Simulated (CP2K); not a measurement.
The system is Pd.

```
Pd
1.0
     2.75277    0.00000    0.00000
     1.37638    2.38397    0.00000
     1.37638    0.79466    2.24762
Pd
1
Direct
  0.00000 0.00000 0.00000
```

Base run:

* Program: CP2K 2026.2
* Functional: optB88-vdW
* Potentials or basis: POTENTIAL_UZH Pd GTH-PBE-q18; TZVP-MOLOPT-PBE-GTH basis
* Density cutoff: 10204 eV
* k mesh: 12 × 12 × 12
* Occupations: fermi-dirac, width 0.05 eV
* Spin: no spin polarisation

Its results: band gap on the k mesh none (metal or under the smearing width); pressure 8.8 GPa.

Q: After a change of settings the same cell gave: band gap on the k mesh none (metal or under the smearing width); pressure -6.9 GPa. Which change was it?
A. functional from optB88-vdW to WC
B. functional from optB88-vdW to revPBE
C. functional from optB88-vdW to PBEsol
D. functional from optB88-vdW to LDA

A: D.

Caveats: the potentials were made for another functional, which shifts forces and pressure; the basis of atomic orbitals isn't converged, which shifts pressures, moduli and gaps.
